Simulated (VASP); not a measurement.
Set up this calculation in VASP 6.6.1, as the native input.

- Task: band structure
- Functional: r2SCAN
- Potentials or basis: VASP PAW PBE potentials, release 64 (C, Si)
- Cutoff: 520 eV
- k mesh: 9 × 9 × 9
- Occupations: gaussian, width 0.02 eV
- Spin: no spin polarisation
- Further INCAR settings: ALGO = Normal; EDIFF = 1e-07

The structure of SiC lies in POSCAR:

```
SiC                                     
1.0
   -0.0000000000      2.1767307558      2.1767307558
    2.1767307558      0.0000000000      2.1767307558
    2.1767307558      2.1767307558      0.0000000000
  C               Si            
     1     1
Direct
     0.7500000000000000    0.7500000000000000    0.7500000000000000
     0.5000000000000000    0.5000000000000000    0.5000000000000000
```

The cell was built by a generator and isn't the measured one.

The input as run:

INCAR

```
SYSTEM = SiC
PREC = Accurate ; ENCUT = 520
EDIFF = 1E-7 ; ISMEAR = 0
SIGMA = 0.02 ; LREAL = .False.
LASPH = .True. ; NELM = 80
ALGO = Normal ; ISIF = 2
LWAVE = .False. ; LCHARG = .False.
METAGGA = R2SCAN ; LMIXTAU = .True.
```

KPOINTS

```
regular mesh
0
Gamma
  9 9 9
  0 0 0
```

KPOINTS_OPT

```
path GXWKGLUWLK,UX
10
line-mode
reciprocal
 0.0000000000  0.0000000000  0.0000000000  G
 0.5000000000  0.0000000000  0.5000000000  X

 0.5000000000  0.0000000000  0.5000000000  X
 0.5000000000  0.2500000000  0.7500000000  W

 0.5000000000  0.2500000000  0.7500000000  W
 0.3750000000  0.3750000000  0.7500000000  K

 0.3750000000  0.3750000000  0.7500000000  K
 0.0000000000  0.0000000000  0.0000000000  G

 0.0000000000  0.0000000000  0.0000000000  G
 0.5000000000  0.5000000000  0.5000000000  L

 0.5000000000  0.5000000000  0.5000000000  L
 0.6250000000  0.2500000000  0.6250000000  U

 0.6250000000  0.2500000000  0.6250000000  U
 0.5000000000  0.2500000000  0.7500000000  W

 0.5000000000  0.2500000000  0.7500000000  W
 0.5000000000  0.5000000000  0.5000000000  L

 0.5000000000  0.5000000000  0.5000000000  L
 0.3750000000  0.3750000000  0.7500000000  K

 0.6250000000  0.2500000000  0.6250000000  U
 0.5000000000  0.0000000000  0.5000000000  X
```

Potentials or basis: VASP PAW PBE potentials, release 64 (C, Si).

Launch:

```bash
$ cat potpaw_PBE.64/C/POTCAR potpaw_PBE.64/Si/POTCAR > POTCAR
$ mpirun -np 1 vasp_std > vasp.out
```

Results of the run:

- Pressure: 0.3 GPa
- Band gap on the k mesh: 1.88 eV, indirect (least direct gap 5.15 eV)
- Band gap along the path: 1.72 eV, indirect (least direct gap 5.06 eV)

Caveat: the PAW data sets were made with another functional, which shifts forces and pressure a little; the mesh misses the band edges, which the band path finds closer together.

Wall time 36 s on 1 thread of Intel(R) Xeon(R) Platinum 8488C (Sapphire Rapids) (shared host), peak memory 0.13 GiB.
